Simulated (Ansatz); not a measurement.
# TiPbO$_{3}$, one cell by several methods

```
CELL_PARAMETERS angstrom
3.78222 0.00000 0.00000
0.00000 3.78222 0.00000
0.00000 0.00000 4.14990
ATOMIC_POSITIONS crystal
Ti 0.50000 0.50000 0.53820
Pb 0.00000 0.00000 0.00000
O 0.50000 0.50000 0.11300
O 0.50000 0.00000 0.61500
O 0.00000 0.50000 0.61500
```

Atoms are numbered in the order listed.

The structure is an experimental refinement, used without relaxation. The listed cell was then made from it by scaling, straining or moving an atom.

No spin–orbit coupling, which matters for the heavy atoms here.

All numbers are computed: DFT, PBEsol, PAW with Ansatz's default frozen-core files, scalar-relativistic (Ansatz 0.2.0); DFT, PBEsol, all-electron LAPW, scalar-relativistic (Ansatz 0.2.0).

For PAW: a Γ-centred 9×9×8 k mesh, Fermi–Dirac smearing of 0.03 eV, cutoff 420 eV, no spin polarisation; the PAW files were made with PBE, and the program remakes their frozen cores for this functional. LAPW targets a basis error of 0.5 meV/atom. The Ansatz runs share mesh, smearing and spin set-up. Plane-wave (PAW) pressures include the program's estimate of the Pulay term.

Stress and pressure are positive in compression.

The change that made this cell: equal xx and yy strain of -3 %.

PAW results:

```csv
quantity,PAW
pressure (GPa),11.14
stress xx (GPa),12.60
stress zz (GPa),8.23
"force on Ti1, z (eV/Å)",-0.145
"force on Pb2, z (eV/Å)",0.377
"force on O3, z (eV/Å)",-0.523
"force on O4, z (eV/Å)",0.145
band gap (eV),1.652
```

What does LAPW (all electrons) give for the same quantities?


```
              quantity    LAPW
        pressure (GPa)   11.13
       stress xx (GPa)   12.59
       stress zz (GPa)    8.19
force on Ti1, z (eV/Å)  -0.155
force on Pb2, z (eV/Å)   0.378
 force on O3, z (eV/Å)  -0.512
 force on O4, z (eV/Å)   0.145
         band gap (eV)   1.515
```
